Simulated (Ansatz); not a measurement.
Pd:

```
Pd
1.0
     2.78367    0.00000    0.00000
    -1.39183    2.41072    0.00000
     0.00000    0.00000    4.62889
Pd
2
Direct
  0.33333 0.66667 0.25000
  0.66667 0.33333 0.75000
```

This isn't the form of Pd at room conditions, which is fcc.

| Quantity | Value |
| --- | --- |
| Program | Ansatz 0.2.0 |
| Task | relaxation of cell and atoms |
| Functional | PBEsol0 |
| Potentials or basis | Ansatz PAW |
| Cutoff | 420 eV (not typed: the program's choice for these potentials) |
| k mesh | 6 × 6 × 3 |
| Occupations | fermi-dirac, width 0.05 eV |
| Spin | no spin polarisation |

At the start: volume 15.53 Å³/atom.

**Question.** How do energy, volume and symmetry change on relaxing?

**Answer.** It ends after 8 steps and the volume is 14.31 Å³/atom (-7.8 %); space group P6_3/mmc (No. 194, to 0.05 Å).

Step by step:
```tsv
step	energy change (eV)	largest force (eV/Å)	volume (Å³)
1	0.0000	0.0000	31.06
2	-0.0873	0.0000	27.29
3	-0.1278	0.0000	28.87
4	-0.1300	0.0000	28.64
5	-0.1300	0.0000	28.61
6	-0.1255	0.0000	28.61
7	-0.1255	0.0000	28.63
8	-0.1255	0.0000	28.63
```

Final structure:
```yaml
crystal:
  lattice:
    - [2.68835, 0.00000, 0.00000]
    - [-1.34417, 2.32818, 0.00000]
    - [0.00000, 0.00000, 4.57352]
  atoms:
    - { symbol: Pd, position: [0.33333, 0.66667, 0.25000] }
    - { symbol: Pd, position: [0.66667, 0.33333, 0.75000] }
```

Caveat: the k mesh is coarse (spacing up to 0.45 Å⁻¹), so the values aren't converged, least of all with exact exchange; the plane-wave basis is chosen anew once the cell has moved, so the energies of steps on either side of that aren't comparable; the PAW data sets come from PBE, with cores solved anew for the run's functional, which leaves a small shift of forces and pressure.
